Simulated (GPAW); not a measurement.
**Magnetic state of free-standing square Co monolayer, spacing 3.0 A from several starts**

Aim: find out whether free-standing square Co monolayer, spacing 3.0 A carries moments, and which collinear order costs least.

Method: PBE; plane waves with GPAW's PAW setups, scalar-relativistic, in GPAW 26.7.0.

Report form: the programs' logs are mostly left out.

**1. Set-up**

The cell holds 1 atom: 1 Co. Its edges and angles: a = 3.000 Å, b = 3.000 Å, c = 14.000 Å, α = 90.0°, β = 90.0°, γ = 90.0°. model lattice. Vacuum lies along c.

Coordinates:

```
Co
1.0
     3.00000    0.00000    0.00000
     0.00000    3.00000    0.00000
     0.00000    0.00000   14.00000
Co
1
Direct
  0.00000 0.00000 0.50000
```

**2. Start 1: ferro +**

The parallel start comes first: it fits the smallest cell, keeps the most symmetry and shows whether parallel moments form.

order1.py reads:

```python
import json
import numpy as np
from ase import Atoms
from ase.parallel import paropen, parprint
from gpaw import GPAW

atoms = Atoms(['Co'],
    cell=[[3.0, 0.0, 0.0],
         [0.0, 3.0, 0.0],
         [0.0, 0.0, 14.0]],
    scaled_positions=[[0.0, 0.0, 0.5]],
    pbc=True,
    magmoms=[2.0])
atoms.calc = GPAW(mode={'name': 'pw', 'ecut': 550},
    xc='PBE',
    kpts={'size': (10, 10, 1), 'gamma': True},
    occupations={'name': 'fermi-dirac', 'width': 0.05},
    convergence={'density': 1e-05, 'energy': 1e-05},
    maxiter=200,
    txt='order1.txt')
e = atoms.get_potential_energy(force_consistent=True)
res = {'free_energy': e, 'energy_sigma0': atoms.get_potential_energy(), 'fermi_energy': atoms.calc.get_fermi_level()}
res['moments'] = atoms.get_magnetic_moments().tolist()
res['total'] = atoms.get_magnetic_moment()
parprint('site moments (muB):', np.round(res['moments'], 3))
parprint(f"total moment: {res['total']:.3f} muB")
parprint(f'free energy: {e:.6f} eV')
atoms.calc.write('order1.gpw')
with paropen('results.json', 'w') as f:
    json.dump(res, f)
```

Launch:

```console
$ OMP_NUM_THREADS=1 python3 order1.py > order1.log
```

Wall time 32 s (1 MPI rank of Arm Neoverse V2, shared host); peak memory 0.22 GiB.

Numbers from this step:

```
magnetization  : 2.229 μB
final state    : ferromagnetic
largest moment : 2.091 μB
```

After 17 cycles the largest moment stands at 2.09 μB.

**3. Run 2 (antiferro q=(0,1/2,0) +-)**

An opposed order shows whether the pairs that it reverses prefer unlike signs.

This order needs a doubled cell of 2 atoms. Its mesh is chosen so that both cells sample the same points.

order2.py is the script of step 2 with these lines changed:

```diff
@@ -6,12 +6,13 @@
 
-atoms = Atoms(['Co'],
+atoms = Atoms(['Co', 'Co'],
     cell=[[3.0, 0.0, 0.0],
-         [0.0, 3.0, 0.0],
+         [0.0, 6.0, 0.0],
          [0.0, 0.0, 14.0]],
-    scaled_positions=[[0.0, 0.0, 0.5]],
+    scaled_positions=[[0.0, 0.0, 0.5],
+         [0.0, 0.5, 0.5]],
     pbc=True,
-    magmoms=[2.0])
+    magmoms=[2.0, -2.0])
 atoms.calc = GPAW(mode={'name': 'pw', 'ecut': 550},
     xc='PBE',
-    kpts={'size': (10, 10, 1), 'gamma': True},
+    kpts={'size': (10, 5, 1), 'gamma': True},
     occupations={'name': 'fermi-dirac', 'width': 0.05},
@@ -19,3 +20,3 @@
     maxiter=200,
-    txt='order1.txt')
+    txt='order2.txt')
 e = atoms.get_potential_energy(force_consistent=True)
@@ -27,3 +28,3 @@
 parprint(f'free energy: {e:.6f} eV')
-atoms.calc.write('order1.gpw')
+atoms.calc.write('order2.gpw')
 with paropen('results.json', 'w') as f:
```

Launch:

```console
$ OMP_NUM_THREADS=1 python3 order2.py > order2.log
```

The job ended after 2.4 min (1 MPI rank; peak memory 0.34 GiB).

Read from the output:

```
magnetization  : 0 μB
final state    : antiferromagnetic
largest moment : 2.081 μB
```

It lies 46.6 meV a seeded atom over the first start, and its largest moment is 2.08 μB against 2.09 μB.

**4. Order 3, typed as antiferro q=(1/2,1/2,0) +-**

Another pattern of signs weighs the neighbour shells otherwise.

The cell is doubled to 2 atoms to hold this order. Its mesh is chosen so that both cells sample the same points.

order3.py is the script of step 3 with these lines changed:

```diff
@@ -7,7 +7,7 @@
 atoms = Atoms(['Co', 'Co'],
-    cell=[[3.0, 0.0, 0.0],
-         [0.0, 6.0, 0.0],
+    cell=[[6.0, 0.0, 0.0],
+         [3.0, 3.0, 0.0],
          [0.0, 0.0, 14.0]],
     scaled_positions=[[0.0, 0.0, 0.5],
-         [0.0, 0.5, 0.5]],
+         [0.5, 0.0, 0.5]],
     pbc=True,
@@ -16,3 +16,3 @@
     xc='PBE',
-    kpts={'size': (10, 5, 1), 'gamma': True},
+    kpts={'size': (5, 10, 1), 'gamma': True},
     occupations={'name': 'fermi-dirac', 'width': 0.05},
@@ -20,3 +20,3 @@
     maxiter=200,
-    txt='order2.txt')
+    txt='order3.txt')
 e = atoms.get_potential_energy(force_consistent=True)
@@ -28,3 +28,3 @@
 parprint(f'free energy: {e:.6f} eV')
-atoms.calc.write('order2.gpw')
+atoms.calc.write('order3.gpw')
 with paropen('results.json', 'w') as f:
```

Launch:

```console
$ OMP_NUM_THREADS=1 python3 order3.py > order3.log
```

It took 3.4 min on 1 MPI rank; peak memory 0.45 GiB.

Spin moment in the augmentation sphere by atom:

```
atom  spin moment in the augmentation sphere (μB)
 Co1                                         2.01
 Co2                                        -2.01
```

Numbers from this step:

* magnetization: 0 μB
* final state: antiferromagnetic

It lies 65.0 meV a seeded atom over the first start, and its largest moment is 2.01 μB against 2.09 μB.

**5. Order 4, typed as no spin polarisation**

This run holds no moments, which gives a state to set the others against.

nospin.py reads:

```python
import json
import numpy as np
from ase import Atoms
from ase.parallel import paropen, parprint
from gpaw import GPAW

atoms = Atoms(['Co'],
    cell=[[3.0, 0.0, 0.0],
         [0.0, 3.0, 0.0],
         [0.0, 0.0, 14.0]],
    scaled_positions=[[0.0, 0.0, 0.5]],
    pbc=True)
atoms.calc = GPAW(mode={'name': 'pw', 'ecut': 550},
    xc='PBE',
    kpts={'size': (10, 10, 1), 'gamma': True},
    occupations={'name': 'fermi-dirac', 'width': 0.05},
    convergence={'density': 1e-05, 'energy': 1e-05},
    maxiter=200,
    txt='nospin.txt')
e = atoms.get_potential_energy(force_consistent=True)
res = {'free_energy': e, 'energy_sigma0': atoms.get_potential_energy(), 'fermi_energy': atoms.calc.get_fermi_level()}
parprint(f'free energy: {e:.6f} eV')
atoms.calc.write('nospin.gpw')
with paropen('results.json', 'w') as f:
    json.dump(res, f)
```

Launch:

```console
$ OMP_NUM_THREADS=1 python3 nospin.py > nospin.log
```

Run time: 12 s. Hardware: 1 MPI rank; peak memory 0.18 GiB.

This step gave:

```
final state : non-magnetic (no spin polarisation)
```

It lies 967 meV a seeded atom over the first start.

**6. The states side by side**

These are free energies at a smearing of 0.05 eV, so its entropy term is in the differences. They are divided by the number of seeded atoms, so that cells of unlike size compare. Wavevectors q in the names are fractions of the reciprocal vectors of the first run's cell.

Orders:

```
                     start        final state  typed order kept  energy over the lowest (meV a seeded atom)  largest site moment (μB)  net moment (μB a primitive cell)  mesh matched  CPU time (s)
                   ferro +      ferromagnetic               yes                                           0                     2.091                             2.229           yes         31.89
  antiferro q=(0,1/2,0) +-  antiferromagnetic               yes                                       46.62                     2.081                                 0           yes           146
antiferro q=(1/2,1/2,0) +-  antiferromagnetic               yes                                       65.01                     2.009                                 0           yes         206.3
      no spin polarisation       non-magnetic                 -                                         967                         0                                 0           yes         12.45
```

**7. Outcome**

| Quantity | Value |
| --- | --- |
| lowest state found | ferromagnetic (typed ferro +) |
| largest site moment | 2.09 μB |
| next state | antiferromagnetic, 46.6 meV a seeded atom higher |
| energy gained by spin polarisation | 967 meV a seeded atom |

The lowest state found is ferromagnetic, reached from the start ferro +, with moments up to 2.09 μB. The next state costs 47 meV a seeded atom. This is the lowest of 4 finished starts, no proof of the ground state.

[Logs and program files are shortened in this print: banners, set-up blocks, solver, clock and traceback lines can be left out without a mark of their own.]

[Logs are printed without paths, hosts, clocks, repeated set-up lines and the standing remarks that a program may print on its own settings, such as how far it seeks lower states.]

[Hosts, paths, dates, database ids (printed as entryN), source tags and the programs' standing remarks are cut or masked in the printed files.]

[Where a cell is said to come from a database of computed structures, the database is the Materials Project.]
